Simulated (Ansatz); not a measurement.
## ZnS (R3m)

The calculation used DFT PBE, scalar-relativistic, plane waves, PAW in Ansatz.

Settings: cutoff 420 eV, Γ-centred mesh 12×12×12 on the computed 6-atom cell, Gaussian smearing of 0.02 eV; no spin polarisation.

The structure is relaxed at this level of theory with its symmetry kept. This form isn't the usual stable structure of the compound.

Space group R3m:H (No. 160). a = 3.846 Å, b = 3.846 Å, c = 28.348 Å, α = 90.00°, β = 90.00°, γ = 120.00°
```json
{"atom": "Zn", "site": "3a", "symmetry": "3m", "x": "0.0000", "y": "0.0000", "z": "0.0000"}
{"atom": "Zn", "site": "3a", "symmetry": "3m", "x": "0.6667", "y": "0.3333", "z": "0.1111"}
{"atom": "Zn", "site": "3a", "symmetry": "3m", "x": "0.3333", "y": "0.6667", "z": "0.2221"}
{"atom": "S", "site": "3a", "symmetry": "3m", "x": "0.6667", "y": "0.3333", "z": "0.2500"}
{"atom": "S", "site": "3a", "symmetry": "3m", "x": "0.3333", "y": "0.6667", "z": "0.1388"}
{"atom": "S", "site": "3a", "symmetry": "3m", "x": "0.6667", "y": "0.3333", "z": "0.0279"}
```

Q: Formation energy from the elements' standard states (uncorrected)?

A: -0.820 eV/atom.

Q: Kohn–Sham band gap?

A: 2.06 eV, direct at Γ.

Q: Löwdin character of the top 1 eV of the valence band?

A: S 3p 88 %, Zn 3d 9 %.

Q: Löwdin character of the lowest 1 eV of the conduction band?

A: Zn 4s 57 %, S 3s 26 %, S 3p 15 %.

Q: Electron masses at the edge by Cartesian direction of the computed cell, whose vectors are (1.923, 1.110, 9.449), (-1.923, 1.110, 9.449), (0.000, -2.221, 9.449) Å (m_e; degenerate bands sorted by energy; no spin-orbit coupling)?

A: x: 0.18; y: 0.18; z: 0.16.

Q: Hole masses at the edge by Cartesian direction of the computed cell, whose vectors are (1.923, 1.110, 9.449), (-1.923, 1.110, 9.449), (0.000, -2.221, 9.449) Å (m_e; degenerate bands sorted by energy; no spin-orbit coupling)?

A: x: 1.5, 0.17; y: 1.5, 0.17; z: 1.6, 1.6.

Q: Bader charges (e)?

A: Zn (1 in the cell) 0.89, Zn (1 in the cell) 0.89, Zn (1 in the cell) 0.89, S (1 in the cell) -0.89, S (1 in the cell) -0.89, S (1 in the cell) -0.89.